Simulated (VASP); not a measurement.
# SiNi (Pnma) in VASP: relaxation of cell and atoms with PBE

Aim: the relaxation of cell and atoms of SiNi with PBE.

All numbers are computed with VASP 6.6.1; they aren't measurements. Logs are shortened: lines on timing, memory, paths and dates and some standing lists are left out, and cuts for length are marked.

## (1) The structure

Symmetry: Pnma, No. 62, orthorhombic system. The conventional cell has a = 5.173 Å, b = 3.338 Å, c = 5.605 Å, α = 90.00°, β = 90.00°, γ = 90.00°. Si (site symmetry m) has 6 Ni at 2.28 to 2.40 Å as nearest neighbours. Ni (site symmetry m) is surrounded by 6 Si at 2.28 to 2.40 Å.

## (2) Relaxation of cell and atoms, PBE

The input, INCAR:

```
PREC     = Accurate       # precision mode
ENCUT    = 600            # plane-wave cutoff, eV
EDIFF    = 1E-7           # SCF threshold, eV
ISMEAR   = 0              # smearing method
SIGMA    = 0.1            # smearing width, eV
LREAL    = False          # projectors in reciprocal space
LASPH    = True           # aspherical terms in the spheres
NELM     = 60             # most SCF steps
ALGO     = Normal         # electronic algorithm
ISIF     = 3              # what is computed and relaxed
LWAVE    = False          # write WAVECAR
LCHARG   = False          # write CHGCAR
GGA      = PE             # functional
IBRION   = 2              # ionic algorithm
NSW      = 80             # ionic steps
EDIFFG   = -0.004         # ionic threshold
```

The input, KPOINTS:

```
regular mesh
0
Gamma
  6 7 5
```

The input, POSCAR:

```
SiNi
1.0
    5.1731000000      0.0000000000      0.0000000000
    0.0000000000      3.3381000000      0.0000000000
    0.0000000000      0.0000000000      5.6049000000
Si Ni
4 4
Direct
    0.3212800000      0.7500000000      0.0825000000
    0.1787200000      0.2500000000      0.5825000000
    0.8212800000      0.7500000000      0.4175000000
    0.6787200000      0.2500000000      0.9175000000
    0.0077900000      0.2500000000      0.1875200000
    0.4922100000      0.7500000000      0.6875200000
    0.5077900000      0.2500000000      0.3124800000
    0.9922100000      0.7500000000      0.8124800000
```

Potentials or basis: VASP PAW PBE potentials, release 64 (Si, Ni).

Started as:

```sh
> cat potpaw_PBE.64/Si/POTCAR potpaw_PBE.64/Ni/POTCAR > POTCAR
> mpirun -np 1 vasp_std > vasp.out
```

OUTCAR:

```text
PREC = Accurate
   ENCUT = 600
   EDIFF = 1E-7
   ISMEAR = 0
   LREAL = False
   LASPH = True
   NELM = 60
   ISIF = 3
   GGA = PE
   IBRION = 2
   NSW = 80
   EDIFFG = -0.004

 ion  position               nearest neighbor table
   1  0.321  0.750  0.083-   8 2.28   7 2.32   7 2.32   6 2.38   5 2.40   5 2.40   4 2.66   4 2.66

   2  0.179  0.250  0.583-   7 2.28   8 2.32   8 2.32   5 2.38   6 2.40   6 2.40   3 2.66   3 2.66

   3  0.821  0.750  0.417-   6 2.28   5 2.32   5 2.32   8 2.38   7 2.40   7 2.40   2 2.66   2 2.66

   4  0.679  0.250  0.917-   5 2.28   6 2.32   6 2.32   7 2.38   8 2.40   8 2.40   1 2.66   1 2.66

   5  0.008  0.250  0.188-   4 2.28   3 2.32   3 2.32   2 2.38   1 2.40   1 2.40   7 2.68   7 2.68
                             8 2.69   8 2.69
   6  0.492  0.750  0.688-   3 2.28   4 2.32   4 2.32   1 2.38   2 2.40   2 2.40   8 2.68   8 2.68
                             7 2.69   7 2.69
   7  0.508  0.250  0.312-   2 2.28   1 2.32   1 2.32   4 2.38   3 2.40   3 2.40   5 2.68   5 2.68
                             6 2.69   6 2.69
   8  0.992  0.750  0.812-   1 2.28   2 2.32   2 2.32   3 2.38   4 2.40   4 2.40   6 2.68   6 2.68
                             5 2.69   5 2.69

  LATTYP: Found a simple orthorhombic cell.
 ALAT       =     3.3381000000
 B/A-ratio  =     1.5497139091
 C/A-ratio  =     1.6790689314

  Lattice vectors:

 A1 = (   0.0000000000,  -3.3381000000,   0.0000000000)
 A2 = (   5.1731000000,   0.0000000000,   0.0000000000)
 A3 = (   0.0000000000,   0.0000000000,   5.6049000000)

Analysis of symmetry for initial positions (statically):
=====================================================================
 Subroutine PRICEL returns:
 Original cell was already a primitive cell.

 Routine SETGRP: Setting up the symmetry group for a
 simple orthorhombic supercell.

 Subroutine GETGRP returns: Found  8 space group operations
 (whereof  2 operations were pure point group operations)
 out of a pool of  8 trial point group operations.

The static configuration has the point symmetry S_2 .
 The point group associated with its full space group is D_2h.

Analysis of symmetry for dynamics (positions and initial velocities):
=====================================================================
 Subroutine PRICEL returns:
 Original cell was already a primitive cell.

 Routine SETGRP: Setting up the symmetry group for a
 simple orthorhombic supercell.

 Subroutine GETGRP returns: Found  8 space group operations
 (whereof  2 operations were pure point group operations)
 out of a pool of  8 trial point group operations.

The dynamic configuration has the point symmetry S_2 .
 The point group associated with its full space group is D_2h.

 Subroutine INISYM returns: Found  8 space group operations
 (whereof  2 operations are pure point group operations),
 and found     1 'primitive' translations

----------------------------------------------------------------------------------------

                                     Primitive cell

  volume of cell :      96.7872

  direct lattice vectors                    reciprocal lattice vectors
     5.173100000  0.000000000  0.000000000     0.193307688  0.000000000  0.000000000
     0.000000000  3.338100000  0.000000000     0.000000000  0.299571613  0.000000000
     0.000000000  0.000000000  5.604900000     0.000000000  0.000000000  0.178415315

  length of vectors
     5.173100000  3.338100000  5.604900000     0.193307688  0.299571613  0.178415315

  position of ions in fractional coordinates (direct lattice)
     0.321280000  0.750000000  0.082500000
     0.178720000  0.250000000  0.582500000
     0.821280000  0.750000000  0.417500000
     0.678720000  0.250000000  0.917500000
     0.007790000  0.250000000  0.187520000
     0.492210000  0.750000000  0.687520000
     0.507790000  0.250000000  0.312480000
     0.992210000  0.750000000  0.812480000

  ion indices of the primitive-cell ions
   primitive index   ion index
                 1           1
                 2           2
                 3           3
                 4           4
                 5           5
                 6           6
                 7           7
                 8           8

[... 25 lines left out ...]

 Following reciprocal coordinates:
            Coordinates               Weight
  0.000000  0.000000  0.000000      1.000000
  0.166667  0.000000  0.000000      2.000000
  0.333333  0.000000  0.000000      2.000000
  0.500000  0.000000  0.000000      1.000000
  0.000000  0.142857  0.000000      2.000000
  0.166667  0.142857  0.000000      4.000000
[... 16 lines left out ...]
  0.333333  0.142857  0.200000      8.000000
  0.500000  0.142857  0.200000      4.000000
 [... further k-points ...]
   k-points           NKPTS =     48   k-points in BZ     NKDIM =     48   number of bands    NBANDS=     33
   number of dos      NEDOS =    301   number of ions     NIONS =      8
   total plane-waves  NPLWV =  56448
   dimension x,y,z NGX =    42 NGY =   28 NGZ =   48
   dimension x,y,z NGXF=    84 NGYF=   56 NGZF=   96
   ions per type =               4   4
   NGX,Y,Z   is equivalent  to a cutoff of  13.50, 13.94, 14.24 a.u.
   NGXF,Y,Z  is equivalent  to a cutoff of  26.99, 27.89, 28.47 a.u.
 SYSTEM =  unknown system
   PREC   = accura    normal or accurate (medium, high low for compatibility)
   ISTART =      0    job   : 0-new  1-cont  2-samecut
   ICHARG =      2    charge: 1-file 2-atom 10-const
   ISPIN  =      1    spin polarized calculation?
   LNONCOLLINEAR =      F non collinear calculations
   LSORBIT =      F    spin-orbit coupling
   LASPH  =      T    aspherical Exc in radial PAW
   ENCUT  =  600.0 eV  44.10 Ry    6.64 a.u.  10.33  6.67 11.19*2*pi/ulx,y,z
   NELM   =     60;   NELMIN=  2; NELMDL= -5     # of ELM steps
   EDIFF  = 0.1E-06   stopping-criterion for ELM
   LREAL  =      F    real-space projection
   EDIFFG = -.4E-02   stopping-criterion for IOM
   NSW    =     80    number of steps for IOM
   IBRION =      2    ionic relax: 0-MD 1-quasi-New 2-CG
   NFREE  =      1    steps in history (QN), initial steepest desc. (CG)
   ISIF   =      3    stress and relaxation
   ISYM   =      2    0-nonsym 1-usesym 2-fastsym
   POTIM  = 0.5000    time-step for ionic-motion
   TEBEG  =    0.0;   TEEND  =   0.0 temperature during run
   PSTRESS=    0.0 pullay stress
   NELECT =      56.0000    total number of electrons
   NUPDOWN=      -1.0000    fix difference up-down
   EMIN   =  10.00;   EMAX   =-10.00  energy-range for DOS
   EFERMI =   0.00;   METHOD = LEGACY
   ISMEAR =     0;   SIGMA  =   0.10  broadening in eV -4-tet -1-fermi 0-gaus
   EFERMI_NEDOS =   21; number of points for ismear=-14 and -15
   IALGO  =     38    algorithm
   IMIX   =      4    mixing-type and parameters
     AMIX     =   0.40;   BMIX     =  1.00
     AMIX_MAG =   1.60;   BMIX_MAG =  1.00
  volume/ion in A,a.u.               =      12.10        81.64
  Fermi-wavevector in a.u.,A,eV,Ry     =   1.364158  2.577886 25.319466  1.860928
  Thomas-Fermi vector in A             =   2.490499
   LORBIT       =      0    0 simple, 1 ext, 2 COOP (PROOUT), +10 PAW based schemes
   GGA     = PE    functional components
   LHFCALC =     F    Hartree Fock is set to
   AEXX    =    0.0000 exact exchange contribution
   IVDW    =     0    specifies the selected vdW correction
   LEPSILON=     F    determine dielectric tensor
   LRPA    =     F    only Hartree local field effects (RPA)
 conjugate gradient relaxation of ions
 non-spin polarized calculation
 Gauss-broadening in eV      SIGMA  =   0.10
  energy-cutoff  :      600.00
  volume of cell :       96.79
 maximum number of plane-waves:      3255
 NGX is ok and might be reduce to    42
   NGX = 21   NGY = 13   NGZ = 23

--------------------------------------- Ionic step        1  -------------------------------------------

 number of electron      56.0000001 magnetization

 Free energy of the ion-electron system (eV)
  ---------------------------------------------------
  ext. energy  EPLUGINS =         0.00000000
  ---------------------------------------------------
  free energy    TOTEN  =       -47.58304849 eV

  energy without entropy =      -47.57301164  energy(sigma->0) =      -47.57803006

------------------------ aborting loop because EDIFF is reached ----------------------------------------

  FORCE on cell =-STRESS in cart. coord.  units (eV):
  Direction    XX          YY          ZZ          XY          YZ          ZX
  --------------------------------------------------------------------------------------
  -------------------------------------------------------------------------------------
  Total        1.1613466      1.1185165      0.8856154     -0.0000000      0.0000000      0.0000000
  in kB       19.2244694     18.5154757     14.6601241     -0.0000000      0.0000000      0.0000000
  external PRESSURE =      17.4666897 kB  Pullay stress =       0.0000000 kB
[... 107 lines left out ...]
  FREE ENERGIE OF THE ION-ELECTRON SYSTEM (eV)
  ---------------------------------------------------
  free  energy   TOTEN  =       -47.5887049770 eV

  energy  without entropy=      -47.5784206325  energy(sigma->0) =      -47.58356280

[... ionic steps 4 to 9 ...]

--------------------------------------- Ionic step       10  -------------------------------------------

 number of electron      56.0000013 magnetization

------------------------ aborting loop because EDIFF is reached ----------------------------------------
[... 79 lines left out ...]
--------------------------------------- Ionic step       12  -------------------------------------------

 number of electron      56.0000014 magnetization

 Free energy of the ion-electron system (eV)
  ---------------------------------------------------
  ext. energy  EPLUGINS =         0.00000000
  ---------------------------------------------------
  free energy    TOTEN  =       -47.58998539 eV

  energy without entropy =      -47.57950773  energy(sigma->0) =      -47.58474656

 E-fermi :  10.2862     XC(G=0): -12.1673

 val. band max:       10.2259221747   @ k =   0.3333   0.0000   0.4000
 cond. band min:      10.2997712034   @ k =   0.1667   0.4286   0.0000
 fundamental gap:      0.0738490286
 Fermi energy:        10.2862085904

 k-point     1 :       0.0000    0.0000    0.0000
  band No.  band energies     occupation
      1      -2.6158      2.00000
      2       0.7166      2.00000
      3       1.9966      2.00000
      4       2.4928      2.00000
      5       3.8321      2.00000
      6       4.3179      2.00000
[... 853 lines left out ...]
     32      12.7665      0.00000
     33      14.0837      0.00000

 [... further k-points ...]

------------------------ aborting loop because EDIFF is reached ----------------------------------------

  FORCE on cell =-STRESS in cart. coord.  units (eV):
  Direction    XX          YY          ZZ          XY          YZ          ZX
  --------------------------------------------------------------------------------------
  -------------------------------------------------------------------------------------
  Total       -0.0030140     -0.0106695     -0.0136436     -0.0000000      0.0000000      0.0000000
  in kB       -0.0493835     -0.1748144     -0.2235438     -0.0000000      0.0000000      0.0000000
  external PRESSURE =      -0.1492472 kB  Pullay stress =       0.0000000 kB
[... 23 lines left out ...]
  FREE ENERGIE OF THE ION-ELECTRON SYSTEM (eV)
  ---------------------------------------------------
  free  energy   TOTEN  =       -47.5899853950 eV

  energy  without entropy=      -47.5795077338  energy(sigma->0) =      -47.58474656

 reached required accuracy - stopping structural energy minimisation
```

It took 10 min on 1 thread of Intel Xeon 6975P-C (Granite Rapids), shared host; peak memory 0.32 GiB.

Results:

* Free energy: -47.5900 eV
* Relaxed volume: 12.22 Å³/atom
* Relaxed cell: a = 5.186 Å, b = 3.362 Å, c = 5.609 Å, α = 90.00°, β = 90.00°, γ = 90.00°
* Space group after relaxing (to 0.05 Å): Pnma (No. 62)
* Energy gained by relaxing: 0.9 meV/atom
* Ionic steps: 12
* Pressure after relaxing: 0.0 GPa
* Band gap on the k mesh: none (metal or under the smearing width)

Forces on the atoms (eV/Å):
```
Si  -0.001  0.000  0.001
Si   0.001  0.000  0.001
Si  -0.001  0.000 -0.001
Si   0.001  0.000 -0.001
Ni   0.002  0.000 -0.001
Ni  -0.002  0.000 -0.001
Ni   0.002  0.000  0.001
Ni  -0.002  0.000  0.001
```

The path:
| step | energy change (eV) | largest force (eV/Å) | pressure (GPa) | volume (Å³) |
| --- | --- | --- | --- | --- |
| 1 | 0.0000 | 0.0561 | 1.75 | 96.79 |
| 2 | -0.0014 | 0.0444 | -1.57 | 98.65 |
| 3 | -0.0057 | 0.0463 | -0.06 | 97.77 |
| 4 | -0.0062 | 0.0342 | -0.04 | 97.77 |
| 5 | -0.0067 | 0.0152 | 0.03 | 97.76 |
| 6 | -0.0067 | 0.0135 | 0.01 | 97.75 |
| 7 | -0.0068 | 0.0108 | -0.03 | 97.77 |
| 8 | -0.0069 | 0.0132 | -0.01 | 97.78 |
| 9 | -0.0069 | 0.0055 | -0.01 | 97.77 |
| 10 | -0.0069 | 0.0045 | 0.00 | 97.76 |
| 11 | -0.0069 | 0.0057 | 0.02 | 97.76 |
| 12 | -0.0069 | 0.0023 | -0.01 | 97.79 |

Final structure:
```
CELL_PARAMETERS angstrom
5.18568 0.00000 0.00000
0.00000 3.36218 0.00000
0.00000 0.00000 5.60856
ATOMIC_POSITIONS crystal
Si 0.32037 0.75000 0.08408
Si 0.17963 0.25000 0.58408
Si 0.82037 0.75000 0.41592
Si 0.67963 0.25000 0.91592
Ni 0.00818 0.25000 0.18814
Ni 0.49182 0.75000 0.68814
Ni 0.50818 0.25000 0.31186
Ni 0.99182 0.75000 0.81186
```

Levels at points of the mesh, in eV from the Fermi level:
```tsv
k point	band 24	band 25	band 26	band 27	band 28	band 29	band 30	band 31	band 32	band 33
(0.00, 0.00, 0.00)	-1.93	-1.81	-1.16	-1.03	-0.96	0.58	1.20	3.38	3.93	4.11
(0.50, 0.00, 0.00)	-1.96	-1.83	-1.83	0.94	0.94	1.15	1.15	3.68	3.68	4.49
```
